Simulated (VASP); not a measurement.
Wanted: the native input for a VASP 6.6.1 run.

| Item | Value |
| --- | --- |
| Task | relaxation of cell and atoms |
| Functional | r2SCAN |
| Dispersion | rVV10 |
| Potentials or basis | VASP PAW PBE potentials, release 64 (Fe, O) |
| Cutoff | 600 eV |
| k mesh | 8 × 8 × 8 |
| Occupations | gaussian, width 0.05 eV |
| Spin | collinear spin, ferromagnetic start |
| Starting moments | [3.0, 0.0] μB |
| Further INCAR settings | ALGO = Normal; EDIFF = 1e-07; IBRION = 2; EDIFFG = -0.02; NSW = 40; ISIF = 3 |

The structure of FeO (Wuestite) lies in POSCAR:

```
FeO
1.0
    1.5188209023      0.8768916568      2.5195772846
   -1.5188209023      0.8768916568      2.5195772846
    0.0000000000     -1.7537833136      2.5195772846
Fe O
1 1
Direct
    0.0000000000      0.0000000000      0.0000000000
    0.5000000000      0.5000000000      0.5000000000
```

These files were run (other wordings do the same):

INCAR

```
SYSTEM = FeO
  ALGO = Normal
  BPARAM = 11.95
  CPARAM = 0.0093
  EDIFF = 1E-7
  EDIFFG = -0.02
  ENCUT = 600
  IBRION = 2
  ISIF = 3
  ISMEAR = 0
  ISPIN = 2
  IVDW_NL = 2
  LASPH = .TRUE.
  LCHARG = .FALSE.
  LMAXMIX = 4
  LMIXTAU = .TRUE.
  LORBIT = 11
  LREAL = .FALSE.
  LUSE_VDW = .TRUE.
  LWAVE = .FALSE.
  MAGMOM = 3 0
  METAGGA = R2SCAN
  NELM = 150
  NSW = 40
  PREC = Accurate
  SIGMA = 0.05
```

KPOINTS

```
k-points
0
G
  8 8 8
  0 0 0
```

Potentials or basis: VASP PAW PBE potentials, release 64 (Fe, O).

Run with:

```bash
$ cat potpaw_PBE.64/Fe/POTCAR potpaw_PBE.64/O/POTCAR > POTCAR
$ mpirun -np 1 vasp_std > vasp.out
```

Results of the run:

```yaml
Relaxed_volume: 9.63 Å³/atom
Relaxed_cell: a = 3.012 Å, b = 3.012 Å, c = 3.012 Å, α = 59.85°, β = 59.85°, γ = 59.85°
Space_group_after_relaxing_to_0.05_Å: Fm-3m (No. 225)
Energy_gained_by_relaxing: 13.2 meV/atom
Ionic_steps: 6
Pressure_after_relaxing: -0.2 GPa
Band_gap_on_the_k_mesh: none (metal or under the smearing width)
Net_moment: 4.00 μB per cell
Site_moments: Fe +3.68; O +0.29 μB
Valence_electrons_inside_the_program's_atomic_spheres: Fe 6.77; O 5.05
```

Caveat: the PAW data sets were made with another functional, which shifts forces and pressure a little; a cell with one magnetic atom can't hold antiferromagnetic order, which such compounds often take; semilocal functionals often make such compounds metallic where correlation or magnetic order opens a gap, which also shifts bond lengths.

It took 17 min on 1 thread of Intel(R) Xeon(R) 6975P-C (Granite Rapids), with other jobs on the host, peak memory 0.33 GiB.
